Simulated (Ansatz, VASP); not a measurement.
One calculation of SnO2, two programs

INCAR

```
  PREC = Accurate
  ENCUT = 520
  EDIFF = 1E-6
  ISMEAR = -1
  SIGMA = 0.03
  LREAL = F
  LASPH = T
  NELM = 80
  ALGO = Normal
  ISIF = 2
  LWAVE = F
  LCHARG = F
  GGA = PE
  NBANDS = 35
```

The input KPOINTS:

```
Automatic mesh
0
Gamma
  4 4 6
```

File POSCAR:

```
SnO2
1.0
    4.7687240931      0.0000000000      0.0000000000
    0.0000000000      4.7687240931      0.0000000000
    0.0000000000      0.0000000000      3.2075026017
Sn O
2 4
Direct
    0.0000000000      0.0000000000      0.0000000000
    0.5000000000      0.5000000000      0.5000000000
    0.3056200000      0.3056200000      0.0000000000
    0.1943800000      0.8056200000      0.5000000000
    0.6943800000      0.6943800000      0.0000000000
    0.8056200000      0.1943800000      0.5000000000
```

Input for Ansatz:

```yaml
crystal:
  lattice:
    - [4.7687240931, 0.0, 0.0]
    - [0.0, 4.7687240931, 0.0]
    - [0.0, 0.0, 3.2075026017]
  atoms:
    - { symbol: Sn, position: [0.0, 0.0, 0.0] }
    - { symbol: Sn, position: [0.5, 0.5, 0.5] }
    - { symbol: O, position: [0.30562, 0.30562, 0.0] }
    - { symbol: O, position: [0.19438, 0.80562, 0.5] }
    - { symbol: O, position: [0.69438, 0.69438, 0.0] }
    - { symbol: O, position: [0.80562, 0.19438, 0.5] }
kpoints:
  mp_grid: { grid: [4, 4, 6] }
  band_path:
    path:
      - [0.0, 0.0, 0.0]
      - [0.0, 0.5, 0.0]
      - [0.5, 0.5, 0.0]
      - [0.0, 0.0, 0.0]
      - [0.0, 0.0, 0.5]
      - [0.0, 0.5, 0.5]
      - [0.5, 0.5, 0.5]
      - [0.0, 0.0, 0.5]
      - [0.0, 0.5, 0.0]
    npoints: 5
scf:
  occupations: { method: fermi_dirac, width: 0.03 }
hamiltonian:
  xc: pbe
  pseudopotentials: { kind: all_electron, lapw: { basis_error: 0.001 } }
output:
  forces: true
  stress: true
  eigenvalues: true
```

Change from the starting cell: volume scaled by 1.02.

Alike in both runs: task single point; functional PBE; k mesh 4 × 4 × 6; occupations fermi-dirac, width 0.03 eV; no spin polarisation.

|  | VASP | Ansatz |
| --- | --- | --- |
| version | VASP 6.6.1 | Ansatz 0.2.0 |
| potentials or method | VASP PAW PBE potentials, release 64 (Sn_d, O) | all-electron LAPW, scalar-relativistic |
| plane-wave cutoff (eV) | 520 | see its input |

VASP gave:

```
pressure (GPa)                                  : 7.0
largest component of the traceless stress (GPa) : 0.94
rms of the force components (eV/Å)              : 0.007
```

Task: What did Ansatz give for the same quantities?

Result: Pressure (GPa): 6.3; largest component of the traceless stress (GPa): 0.73; rms of the force components (eV/Å): 0.016.

Atom by atom the forces differ by 0.008 eV/Å (rms over components). Ansatz ran all-electron here, so the differences hold the error of VASP's frozen core and of both bases.

Caveats: spin-orbit coupling is left out, which moves the levels of the heavy elements.
